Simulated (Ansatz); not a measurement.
Runs of Ansatz 0.2.0 on TaN. The structure is cubic, space group Fm-3m (No. 225). The conventional cell has a = 4.423 Å, b = 4.423 Å, c = 4.423 Å, α = 90.00°, β = 90.00°, γ = 90.00°. Around Ta (site symmetry m-3m) lie 6 N at 2.21 Å. N (site symmetry m-3m) is surrounded by 6 Ta at 2.21 Å. The cell comes from a database or a generator and needn't be the stable form of this composition.

```csv
level,U,hubbard projectors,double counting,gap on the mesh (eV),pressure (GPa)
r2SCAN+U,Ta d U = 5 eV,ortho-atomic (the default),fll (the default),none,(a)
r2SCAN+U,Ta d U = 2 eV,ortho-atomic (the default),fll (the default),none,-4.4
r2SCAN,-,-,-,none,-6.2
r2SCAN+U,Ta d U = 8 eV,ortho-atomic (the default),fll (the default),none,(b)
r2SCAN+U,Ta d U = 3 eV,ortho-atomic (the default),fll (the default),none,-3.4
```

Alike in all rows: task projected density of states; potentials or basis Ansatz PAW; no spin polarisation; cell as given; k mesh 10 × 10 × 10; cutoff (eV) 500; smearing fermi-dirac 0.05 eV.

Task: Fill in the values left out.

Result: (a) -1.3; (b) 2.5.

Caveats: the PAW data sets come from PBE, with cores solved anew for the run's functional, which leaves a small shift of forces and pressure; the density of states is complete only up to the lowest level of the last band computed; U without spin polarisation on a metal has little footing (some runs).

A k mesh can miss the band edges, and the runs leave out spin-orbit coupling on Ta.

A gap of «none» marks a metal or a gap under the smearing width.
